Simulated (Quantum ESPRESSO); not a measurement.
The system is Au.

```
Au
1.0
     0.00000    2.03500    2.03500
     2.03500    0.00000    2.03500
     2.03500    2.03500    0.00000
Au
1
Direct
  0.00000 0.00000 0.00000
```

* Program: Quantum ESPRESSO 7.5
* Task: phonon dispersion
* Functional: PBEsol
* Potentials or basis: GBRV 1.5 PBEsol
* Cutoff: 612 eV
* Density cutoff: 4898 eV
* k mesh: 12 × 12 × 12
* Occupations: cold, width 0.2 eV
* Spin: no spin polarisation
* Mixing beta: 0.5
* Most SCF iterations: 120
* SCF threshold: 2e-10 Ry
* q mesh: 3 × 3 × 3

The cell and the atoms were relaxed first, to 16.97 Å³/atom (a = 2.884 Å, b = 2.884 Å, c = 2.884 Å, α = 60.00°, β = 60.00°, γ = 60.00°), and the response was taken there.

Is this structure dynamically stable at this level, and how far does the spectrum reach?

Yes, as far as this q mesh shows: no mode on the path is imaginary. The highest frequency is 150 cm⁻¹.

Phonon frequencies at the corners of the path (cm⁻¹, interpolated; i marks imaginary ones):
| point | frequencies |
| --- | --- |
| Γ | 0 0 0 |
| X | 82 82 147 |
| W | 88 116 116 |
| K | 75 109 130 |
| L | 54 54 150 |
| U | 75 109 130 |

Harmonic thermodynamics per atom at this volume (zero-point energy 16.7 meV, Debye temperature from the second moment 177 K):
```
 T (K)  free energy (meV)  entropy (k_B)  heat capacity Cv (k_B)
    50               15.1           1.11                    1.78
   100                6.8           2.66                    2.58
   200              -25.2           4.58                    2.89
298.15              -69.1           5.74                    2.95
   500             -183.5           7.28                    2.98
   800             -391.2           8.68                    2.99
```

Phonon states per cell in windows of 10 cm⁻¹ (negative: imaginary):
| from (cm⁻¹) | total |
| --- | --- |
| 0 | 0.00 |
| 10 | 0.01 |
| 20 | 0.03 |
| 30 | 0.06 |
| 40 | 0.13 |
| 50 | 0.32 |
| 60 | 0.41 |
| 70 | 0.43 |
| 80 | 0.31 |
| 90 | 0.20 |
| 100 | 0.18 |
| 110 | 0.10 |
| 120 | 0.27 |
| 130 | 0.43 |
| 140 | 0.12 |

Caveat: the q mesh is small, so phonon branches between its points and thermal values are rough.
